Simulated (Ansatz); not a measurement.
# Sb (P-1) in Ansatz: convergence with k mesh

Aim: find how far k mesh must go before the results for Sb settle, at PBE. This setting moves, with any that are tied to it; all else stays.

All numbers are computed with Ansatz 0.2.0; they aren't measurements. Logs are shortened: lines on timing, memory, paths and dates and some standing lists are left out, and cuts for length are marked.

## 1. The cell of the first run

The typed cell holds 2 atoms: a = 4.507 Å, b = 4.507 Å, c = 4.507 Å, α = 57.11°, β = 57.11°, γ = 57.11°.

The cell isn't the ideal one: atoms moved at random, drawn with an rms of 0.05 Å.

## 2. With k mesh 2 × 2 × 2

input.yaml

```yaml
crystal:
  lattice:
    - [2.1542, 1.2437279499, 3.758]
    - [-2.1542, 1.2437279499, 3.758]
    - [0.0, -2.4874558998, 3.758]
  atoms:
    - { symbol: Sb, position: [0.767643, 0.755074, 0.764791] }
    - { symbol: Sb, position: [0.250038, 0.227441, 0.222317] }
hamiltonian:
  xc: pbe
  pseudopotentials: { kind: paw, source: jth }
kpoints:
  mp_grid: { grid: [2, 2, 2] }
scf:
  occupations: { method: cold, width: 0.1 }
output:
  forces: true
  stress: true
  eigenvalues: true
```

Potentials or basis: JTH PAW.

On the command line:

```
> ansatz run input.yaml --threads 2 --pin off --max-ram 5632MiB --backend cpu --events-out ev --progress --plain --runs-dir out
```

It took 6.6 s on 2 threads of Intel Xeon at 2.50GHz (Skylake/Cascade Lake), shared host; peak memory 0.68 GiB.

What came out:

```yaml
Free_energy: -12946.1659 eV
Pressure: 7.8 GPa
Largest_force: 1.787 eV/Å
Band_gap_on_the_k_mesh: 0.04 eV, indirect (least direct gap 0.16 eV)
```

## 3. With k mesh 3 × 3 × 3

Edit input.yaml of step 2 so:

```diff
@@ -12,3 +12,3 @@
 kpoints:
-  mp_grid: { grid: [2, 2, 2] }
+  mp_grid: { grid: [3, 3, 3] }
 scf:
```

Potentials or basis: JTH PAW.

On the command line:

```
> ansatz run input.yaml --threads 2 --pin off --max-ram 5632MiB --backend cpu --events-out ev --progress --plain --runs-dir out
```

Wall time 8.9 s (2 threads of Intel Xeon at 2.50GHz (Skylake/Cascade Lake), shared host); peak memory 0.73 GiB.

Results:

| Quantity | Value |
| --- | --- |
| Free energy | -12948.2866 eV |
| Pressure | 3.1 GPa |
| Largest force | 0.270 eV/Å |
| Band gap on the k mesh | 1.11 eV, indirect (least direct gap 1.16 eV) |

## 4. With k mesh 4 × 4 × 4

Edit input.yaml of step 3 so:

```diff
@@ -12,3 +12,3 @@
 kpoints:
-  mp_grid: { grid: [3, 3, 3] }
+  mp_grid: { grid: [4, 4, 4] }
 scf:
```

On the command line:

```
> ansatz run input.yaml --threads 2 --pin off --max-ram 5632MiB --backend cpu --events-out ev --progress --plain --runs-dir out
```

Wall time 18 s (2 threads of Intel Xeon at 2.50GHz (Skylake/Cascade Lake), shared host); peak memory 0.88 GiB.

What came out:

```yaml
Free_energy: -12948.2262 eV
Pressure: 2.2 GPa
Largest_force: 0.238 eV/Å
Band_gap_on_the_k_mesh: none (metal or under the smearing width)
```

## 5. With k mesh 6 × 6 × 6

Edit input.yaml of step 4 so:

```diff
@@ -12,3 +12,3 @@
 kpoints:
-  mp_grid: { grid: [4, 4, 4] }
+  mp_grid: { grid: [6, 6, 6] }
 scf:
```

On the command line:

```
> ansatz run input.yaml --threads 2 --pin off --max-ram 5632MiB --backend cpu --events-out ev --progress --plain --runs-dir out
```

It took 50 s on 2 threads of Intel Xeon at 2.50GHz (Skylake/Cascade Lake), shared host; peak memory 1.4 GiB.

Results:

```
Free energy            : -12948.2021 eV
Pressure               : 2.2 GPa
Largest force          : 0.155 eV/Å
Band gap on the k mesh : none (metal or under the smearing width)
```

## 6. With k mesh 7 × 7 × 7

Edit input.yaml of step 5 so:

```diff
@@ -12,3 +12,3 @@
 kpoints:
-  mp_grid: { grid: [6, 6, 6] }
+  mp_grid: { grid: [7, 7, 7] }
 scf:
```

Potentials or basis: JTH PAW.

On the command line:

```
> ansatz run input.yaml --threads 2 --pin off --max-ram 5632MiB --backend cpu --events-out ev --progress --plain --runs-dir out
```

It took 78 s on 2 threads of Intel Xeon at 2.50GHz (Skylake/Cascade Lake), shared host; peak memory 1.8 GiB.

It converged, with:

| Property | Result |
| --- | --- |
| Free energy | -12948.2066 eV |
| Pressure | 2.3 GPa |
| Largest force | 0.116 eV/Å |
| Band gap on the k mesh | 0.18 eV, indirect (least direct gap 0.49 eV) |

## 7. With k mesh 9 × 9 × 9

Edit input.yaml of step 6 so:

```diff
@@ -12,3 +12,3 @@
 kpoints:
-  mp_grid: { grid: [7, 7, 7] }
+  mp_grid: { grid: [9, 9, 9] }
 scf:
```

On the command line:

```
> ansatz run input.yaml --threads 2 --pin off --max-ram 5632MiB --backend cpu --events-out ev --progress --plain --runs-dir out
```

It took 3.2 min on 2 threads of Intel Xeon at 2.50GHz (Skylake/Cascade Lake), shared host; peak memory 3 GiB.

Results (log left out):

```
Free energy            : -12948.1938 eV
Pressure               : 2.2 GPa
Largest force          : 0.117 eV/Å
Band gap on the k mesh : none (metal or under the smearing width)
```

## 8. With k mesh 10 × 10 × 10

Edit input.yaml of step 7 so:

```diff
@@ -12,3 +12,3 @@
 kpoints:
-  mp_grid: { grid: [9, 9, 9] }
+  mp_grid: { grid: [10, 10, 10] }
 scf:
```

On the command line:

```
> ansatz run input.yaml --threads 2 --pin off --max-ram 5632MiB --backend cpu --events-out ev --progress --plain --runs-dir out
```

Wall time 4 min (2 threads of Intel Xeon at 2.50GHz (Skylake/Cascade Lake), shared host); peak memory 3.9 GiB.

Results (log left out):

| Item | Value |
| --- | --- |
| Free energy | -12948.1915 eV |
| Pressure | 2.2 GPa |
| Largest force | 0.121 eV/Å |
| Band gap on the k mesh | none (metal or under the smearing width) |

## 9. With k mesh 12 × 12 × 12

Edit input.yaml of step 8 so:

```diff
@@ -12,3 +12,3 @@
 kpoints:
-  mp_grid: { grid: [10, 10, 10] }
+  mp_grid: { grid: [12, 12, 12] }
 scf:
```

Potentials or basis: JTH PAW.

On the command line:

```
> ansatz run input.yaml --threads 2 --pin off --max-ram 5632MiB --backend cpu --events-out ev --progress --plain --runs-dir out
```

Output:

```text
Warning: the checks of this Sb dataset prove no rule for summing its radial tables, as where they were carried onto another mesh than they were made on, and Gregory's rule is taken, under which a leading mesh point left out moves its sums only by what lay on the interval it spanned. That does not make them correct, and they differ from Quantum ESPRESSO's on this file; a re-export a fraction of a mesh step off can move them. hamiltonian.pseudopotentials.radial_quadrature: simpson_from_first_knot sums it by `pw.x`'s rule; on a PAW file no value gives `pw.x`'s numbers. What more to know: hamiltonian.pseudopotentials.radial_quadrature, in the input reference
Warning: RAYON_NUM_THREADS=2 ignored (pool sized by the plan → 2); use --threads N
Engine: ansatz 0.2.0, x86_64-unknown-linux-gnu
Pseudopotentials: kind: paw
Pseudopotential: Sb, paw, valence charge 15, recommended cutoff 1950 eV (normal), Sb.paw.azcp
Functional definition: PBE
  parameter kappa = 0.804
  parameter beta = 0.06672455060314922
  exchange = pbe_x(kappa = kappa, mu = beta*pi^2/3)
  correlation = pbe_c(beta = beta)
Crystal: 2 atoms, lattice volume = 60.411 Å³
Basis set: ecut = 1950 eV, 11835 PW (Γ), exchange–correlation on 144×144×144 points (8 copies of the dense FFT grid, shifted against one another)
Bands: 19, of which v1, the nominal top of the filled ones, is band 15 counted from 1 (14 counted from 0)
Symmetry: 2 space group operations
Space group: P-1 (ITA 2), of the structure as read, at distance tolerance 3.9e-5 Å
k-points: 868 of 1728
Non-local potential: Sb, projectors of the file, l = 0: 2, l = 1: 2, l = 2: 2
PAW form: soft (Blöchl's): semilocal exchange-correlation on the pseudo side does not see the compensation charge
PAW one-centre angular grid: Sb, 590 points (default); XC on 64 Gauss nodes
Initial density: superposition of atomic densities (chi_scale 0.1, normalization cell)
Initial wavefunctions: pseudopotential atomic-orbital guess
Functional: x = pbe(κ = 0.804, μ = 0.2195149727645171), c = pbe(β = 0.06672455060314922)
SCF iter   1: F=—  HF=-12948.186803 eV  |F-HF|=—  |Δ(HF+E_count)|=         —  Δρ=1.47e-2  dr2=1.01e-1  ethr=3.10e-3  ⟨swp⟩=7.8  Hψ=94392  notcnv=0
preconditioner: auto → Kerker (q_TF=auto, 2.428 Å⁻¹)  [metal: Δε(μ)=0.072 eV  Ē_g=8.635 eV  σ=0.100 eV  W_gap=0.39  n_scr=14 (ndim 8)  ℏωp=15.1 eV  f_vac=0.000  D(μ)=0.14/eV (n_scr^D=0)]
SCF iter   2: F=—  HF=-12948.188261 eV  |F-HF|=—  |Δ(HF+E_count)|=   1.46e-3  S|Δr|=    0.00e0  Δρ=9.78e-3  dr2=4.74e-2  ethr=3.36e-4  ⟨swp⟩=1.0  Hψ=23467  notcnv=0
SCF iter   3: F=—  HF=-12948.188371 eV  |F-HF|=—  |Δ(HF+E_count)|=   1.10e-4  S|Δr|=    0.00e0  Δρ=1.06e-3  dr2=9.37e-4  ethr=1.58e-4  ⟨swp⟩=1.1  Hψ=17102  notcnv=0
SCF iter   4: F=—  HF=-12948.188762 eV  |F-HF|=—  |Δ(HF+E_count)|=   3.92e-4  S|Δr|=    0.00e0  Δρ=4.75e-4  dr2=2.12e-4  ethr=3.12e-6  ⟨swp⟩=2.9  Hψ=31379  notcnv=0
SCF iter   5: F=—  HF=-12948.188925 eV  |F-HF|=—  |Δ(HF+E_count)|=   1.63e-4  S|Δr|=    0.00e0  Δρ=1.87e-4  dr2=3.93e-5  ethr=7.07e-7  ⟨swp⟩=2.0  Hψ=20524  notcnv=0
SCF iter   6: F=—  HF=-12948.188967 eV  |F-HF|=—  |Δ(HF+E_count)|=   4.22e-5  S|Δr|=    0.00e0  Δρ=4.63e-5  dr2=8.32e-7  ethr=1.31e-7  ⟨swp⟩=2.0  Hψ=20834  notcnv=0
SCF iter   7: F=-12948.188968 eV  HF=-12948.188968 eV  |F-HF|=4.60e-9  |Δ(HF+E_count)|=   3.88e-7  S|Δr|=    0.00e0  Δρ=6.89e-6  dr2=3.25e-8  ethr=3.33e-10  ⟨swp⟩=7.9  Hψ=90187  notcnv=0
SCF 1 converged in 7 iterations: F = -12948.188968 eV  dr2 = 3.25e-8
SCF converged after 7 iterations
Stability not checked: this state was not tested for a lower state beside it, because cold or Methfessel-Paxton smearing, or corrected tetrahedra, fill the levels in a way that the test cannot read (fill_not_monotonic; see scf.lower_state_search)
Free energy (F): -12948.188968 eV
Harris-Foulkes:  -12948.188968 eV  (|F-HF|=4.60e-9)
Internal energy: -12948.189359 eV  (E = F + TS)
E sigma→0 (E₀):  -12948.189098 eV
Entropy (-TS):   0.000392 eV (0.196 meV/atom)
Fermi energy:    10.277727 eV
Step filling:    the computed levels leave a gap of 0.0880 eV = 0.9 smearing widths at the electron count; against every level under it full and every level over it empty, smearing changes F+E_penalty+E_count by +0.183 meV and its σ→0 estimate by +0.052 meV
--- Per-component energies (eV) ---
  E_band       = -331.387332
  E_kinetic    = 224.388509
  E_local      = -3815.099158  (includes V_loc(G=0)·N_el)
  E_nonlocal   = 1533.203868
  E_hartree    = 1298.098562
  E_xc         = -128.510775
  E_vxc        = -146.026257  (∫ρ·V_xc dr)
  E_paw        = -9121.949990  (= ΣΔE_a)
  E_vpaw       = -724.044752  (= ΣTr[D̂ρ^β])
  E_aug_tail   = 0.000006  (compensation charges beyond the density's cutoff)
  E_ewald      = -2938.320382
  E_smearing   = 0.000392  (= −TS)
  E_closure    = -0.000000  (closes the sum)
  Σ components = -12948.188968   (vs F -12948.188968, Δ=0.00e0)
--- Forces (eV/Å), atoms counted from 1 ---
  atom   1  Sb     0.06195691     0.10968121    -0.01177833
  atom   2  Sb    -0.06195691    -0.10968121     0.01177833
  max |Σ_I F_I| component: 0.00e0 eV/Å
--- Stress (GPa, compression-positive) ---
        2.586046       0.120548      -0.269863
        0.120548       2.369236      -0.519575
       -0.269863      -0.519575       1.652005
  P = ⅓ Tr σ = 2.2024 GPa (22.024 kbar)
--- Band table (eV; the first three rows and the last of 868) ---
  k-point 0: bands = ["-19.1353", "-19.1219", "-19.0477", "-19.0475", "-19.0288", "-18.9413", "-18.9387", "-18.9338", "-18.8594", "-18.8516", "-2.3695", "5.4841", "8.1865", "8.5019", "8.6333", "12.5451", "12.9314", "13.1694", "15.3535"]
  k-point 1: bands = ["-19.1323", "-19.1180", "-19.0466", "-19.0454", "-19.0270", "-18.9429", "-18.9402", "-18.9352", "-18.8634", "-18.8547", "-2.2934", "5.1448", "8.2443", "8.4899", "8.7324", "12.4764", "12.7228", "12.9372", "15.1206"]
  k-point 2: bands = ["-19.1238", "-19.1066", "-19.0434", "-19.0395", "-19.0215", "-18.9476", "-18.9449", "-18.9387", "-18.8751", "-18.8636", "-2.0662", "4.3403", "8.3029", "8.4616", "8.9841", "12.1289", "12.2273", "12.3834", "14.9661"]
  k-point 867: bands = ["-19.0836", "-19.0650", "-19.0290", "-19.0264", "-19.0062", "-18.9592", "-18.9549", "-18.9509", "-18.9216", "-18.9069", "-0.7523", "1.2067", "8.9570", "9.2619", "9.9386", "10.2514", "10.5509", "11.3654", "17.4570"]
```

Wall time 7 min (2 threads of Intel Xeon at 2.50GHz (Skylake/Cascade Lake), shared host); peak memory 4.9 GiB.

What came out:

* Free energy: -12948.1890 eV
* Pressure: 2.2 GPa
* Largest force: 0.127 eV/Å
* Band gap on the k mesh: none (metal or under the smearing width)

## 10. Result

```tsv
k mesh	energy less the tightest run, at zero smearing (meV/atom)	pressure (GPa)	largest force (eV/Å)	gap on the mesh (eV)	SCF cycles	CPU time (s)	peak memory (GiB)
2 × 2 × 2	1012.25	7.83	1.787	-	9	12	0.68
3 × 3 × 3	-48.75	3.06	0.270	1.107	6	17	0.73
4 × 4 × 4	-18.45	2.21	0.238	0.000	8	35	0.88
6 × 6 × 6	-6.38	2.21	0.155	0.000	6	96	1.4
7 × 7 × 7	-8.94	2.26	0.116	0.176	6	150	1.8
9 × 9 × 9	-2.31	2.22	0.117	0.000	7	380	3
10 × 10 × 10	-1.17	2.21	0.121	0.000	7	470	3.9
12 × 12 × 12	0.00	2.20	0.127	0.000	7	820	4.9
```

Against the tightest run, the pressure stays within 0.1 GPa from 4 × 4 × 4 on; the gap on the mesh stays within 0.01 eV from 9 × 9 × 9 on. Not settled before the last step: the energy (to 1 meV/atom), the largest force (to 0.005 eV/Å). Meshes of other sizes hit other points, so gaps and Fermi surfaces needn't settle smoothly. The tightest run that finished is the yardstick and may itself not be fully converged.
